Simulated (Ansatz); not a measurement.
A 6-atom cell of SnO2 built on tetragonal HfO2 (relaxed group P4_2/nmc) at its r2SCAN geometry, run in Ansatz at 3 levels of theory. Note: simulated data, non-magnetic, for a generated structure that need not be the stable one.

The PBE+SOC input:
```yaml
crystal:
  lattice:
    - [3.5490131225, 0.0, 0.0]
    - [0.0, 3.5490131225, 0.0]
    - [0.0, 0.0, 5.4292608834]
  atoms:
    - { symbol: Sn, position: [0.5, 0.5, 0.5] }
    - { symbol: Sn, position: [0.0, 0.0, 0.0] }
    - { symbol: O, position: [0.0, 0.5, 0.6771525376] }
    - { symbol: O, position: [0.5, 0.0, 0.8228474624] }
    - { symbol: O, position: [0.5, 0.0, 0.3228474624] }
    - { symbol: O, position: [0.0, 0.5, 0.1771525376] }
kpoints:
  mp_grid: { grid: [8, 8, 6] }
  band_path:
    path:
      - [0.0, 0.0, 0.0]
      - [0.0, 0.5, 0.0]
      - [0.5, 0.5, 0.0]
      - [0.0, 0.0, 0.5]
      - [0.0, 0.5, 0.5]
      - [0.5, 0.5, 0.5]
    npoints: 1
hamiltonian:
  xc: pbe
scf:
  occupations: { method: fermi_dirac, width: 0.02 }
  n_extra_bands: 10
magnetization:
  noncollinear: true
  spin_orbit: true
output:
  forces: true
  stress: true
  eigenvalues: true
  write_density: true
  write_potential: true
  elf: true
  volumetric_format: npy
```

Main results, then, where recorded, the levels near the gap in eV from the Fermi energy (columns number the bands from 0), one row a point of the path (Γ, X, M, Z, R, A):
```
Crystal: 6 atoms, lattice volume = 68.384 Å³
Symmetry: 16 space group operations + 16 with time reversal
Magnetic group: BNS 137.508 (UNI 1168)
```
```
Basis set: ecut = 420 eV, 1295 PW (Γ)
k-points: 60 of 384
SCF converged after 8 iterations
Free energy (F): -14321.214285 eV
Fermi energy:    10.785229 eV
--- Forces (eV/Å), atoms counted from 1 ---
  atom   1  Sn      0.00000      0.00000      0.00000
  atom   2  Sn      0.00000      0.00000      0.00000
  atom   3  O       0.00000      0.00000      0.23317
  atom   4  O       0.00000      0.00000    -0.23317
  atom   5  O       0.00000      0.00000    -0.23317
  atom   6  O       0.00000      0.00000      0.23317
--- Stress (GPa, compression-positive) ---
        8.450575       0.000000       0.000000
        0.000000       8.450575       0.000000
        0.000000       0.000000       7.744205
  P = ⅓ Tr σ = 8.2151 GPa (82.151 kbar)
```
```tsv
band_44	band_45	band_46	band_47	band_48	band_49	band_50	band_51	band_52	band_53	band_54	band_55	band_56	band_57
-1.393	-1.393	-0.973	-0.973	-0.677	-0.677	-0.672	-0.672	0.556	0.556	3.701	3.701	6.795	6.795
-1.697	-1.697	-1.697	-1.697	-1.053	-1.053	-1.053	-1.053	4.089	4.089	4.089	4.089	7.337	7.337
-0.979	-0.979	-0.979	-0.979	-0.578	-0.578	-0.578	-0.578	5.312	5.312	5.312	5.312	6.991	6.991
-1.677	-1.677	-1.677	-1.677	-0.629	-0.629	-0.629	-0.629	3.079	3.079	3.079	3.079	6.084	6.084
-1.837	-1.837	-1.837	-1.837	-1.797	-1.797	-1.797	-1.797	4.353	4.353	4.353	4.353	8.035	8.035
-0.988	-0.988	-0.988	-0.988	-0.983	-0.983	-0.983	-0.983	5.653	5.653	5.653	5.653	9.089	9.089
```

With PBE+SOC the valence top lies at M and the conduction bottom at Γ, 1.13 eV higher; the smallest vertical gap, at Γ, is 1.23 eV.

HSE06. Against the first input these blocks differ (the band path and keys that only write files left aside):
```yaml
kpoints:
  mp_grid: { grid: [4, 4, 4] }
hamiltonian:
  xc: hse06
scf:
  occupations: { method: fixed }
  n_extra_bands: 5
```
(magnetization left out)

```
Basis set: ecut = 420 eV, 1295 PW (Γ)
k-points: 18 of 64
Exchange kernel: α = 0.2500, screened, ω = 0.2079 Å⁻¹, Wigner–Seitz truncation, v(0) = 1028.2836 eV·Å³, q-mesh 4×4×4
hybrid outer 1: dexx = +3.016e-2 eV, tail = 1.56e-4 eV
hybrid outer 2: dexx = +1.839e-6 eV, tail = 5.11e-8 eV, Δε = 3.40e-3 eV, ΔF = 5.44e-3 eV/Å
hybrid SCF converged: 2 outer / 11 inner (+3 warm-up)
Free energy (F): -14324.397392 eV
Fermi energy:    9.068767 eV
--- Forces (eV/Å), atoms counted from 1 ---
  atom   1  Sn      0.00000      0.00000      0.00000
  atom   2  Sn      0.00000      0.00000      0.00000
  atom   3  O       0.00000      0.00000    -0.14290
  atom   4  O       0.00000      0.00000      0.14290
  atom   5  O       0.00000      0.00000      0.14290
  atom   6  O       0.00000      0.00000    -0.14290
--- Stress (GPa, compression-positive) ---
       -2.487269       0.000000       0.000000
        0.000000      -2.487269       0.000000
        0.000000       0.000000      -1.282354
  P = ⅓ Tr σ = -2.0856 GPa (-20.856 kbar)
```
```tsv
band_22	band_23	band_24	band_25	band_26	band_27	band_28
-0.855	-0.388	-0.191	-0.191	2.615	5.947	9.184
-1.290	-1.290	-0.509	-0.509	6.383	6.383	9.709
-0.432	-0.432	0.000	0.000	7.779	7.779	9.349
-1.083	-1.083	-0.145	-0.145	5.247	5.247	8.316
-1.452	-1.452	-1.279	-1.279	6.675	6.675	10.432
-0.505	-0.505	-0.407	-0.407	8.204	8.204	11.862
```

The HSE06 gap is indirect, 2.62 eV (M to Γ), below the direct gap of 2.81 eV at Γ. The mean pressure at these positions is -2.1 GPa, compression counted positive. The stress of a hybrid is loosely converged here.

Q: In the first input these blocks are replaced (the band path and keys that only write files left aside):
```yaml
kpoints:
  mp_grid: { grid: [4, 4, 4] }
hamiltonian:
  xc: pbe0
scf:
  occupations: { method: fixed }
  n_extra_bands: 5
```
(magnetization left out)
What comes out?

A:
```
Basis set: ecut = 420 eV, 1295 PW (Γ)
k-points: 18 of 64
Exchange kernel: α = 0.2500, full range, Wigner–Seitz truncation, v(0) = 8990.0199 eV·Å³, q-mesh 4×4×4
hybrid outer 1: dexx = +4.080e-2 eV, tail = 1.69e-4 eV
hybrid outer 2: dexx = +2.500e-6 eV, tail = 5.10e-8 eV, Δε = 3.83e-3 eV, ΔF = 4.58e-3 eV/Å
hybrid SCF converged: 2 outer / 11 inner (+3 warm-up)
Free energy (F): -14323.284805 eV
Fermi energy:    8.673270 eV
--- Forces (eV/Å), atoms counted from 1 ---
  atom   1  Sn      0.00000      0.00000      0.00000
  atom   2  Sn      0.00000      0.00000      0.00000
  atom   3  O       0.00000      0.00000    -0.14580
  atom   4  O       0.00000      0.00000      0.14580
  atom   5  O       0.00000      0.00000      0.14580
  atom   6  O       0.00000      0.00000    -0.14580
--- Stress (GPa, compression-positive) ---
       -2.617916       0.000000       0.000000
        0.000000      -2.617916       0.000000
        0.000000       0.000000      -1.389612
  P = ⅓ Tr σ = -2.2085 GPa (-22.085 kbar)
```
```tsv
band_22	band_23	band_24	band_25	band_26	band_27	band_28
-0.860	-0.371	-0.189	-0.189	3.319	6.709	9.941
-1.297	-1.297	-0.512	-0.512	7.151	7.151	10.470
-0.434	-0.434	0.000	0.000	8.557	8.557	10.107
-1.079	-1.079	-0.146	-0.146	6.006	6.006	9.063
-1.463	-1.463	-1.287	-1.287	7.448	7.448	11.195
-0.513	-0.513	-0.413	-0.413	8.989	8.989	12.638
```
PBE0 gives an indirect gap of 3.32 eV, from M to Γ; the least direct gap is 3.51 eV at Γ. With the atoms held, the mean pressure is -2.2 GPa (compression positive). The stress of a hybrid is loosely converged here.

The hybrids run on coarser meshes, which limits their stresses and small splittings of levels.

Totals of different functionals, or with and without spin-orbit coupling, can't be compared.

Only the levels marked +SOC include spin-orbit coupling.

The meshes of the hybrids are coarse, so their gaps aren't converged to the digits shown.
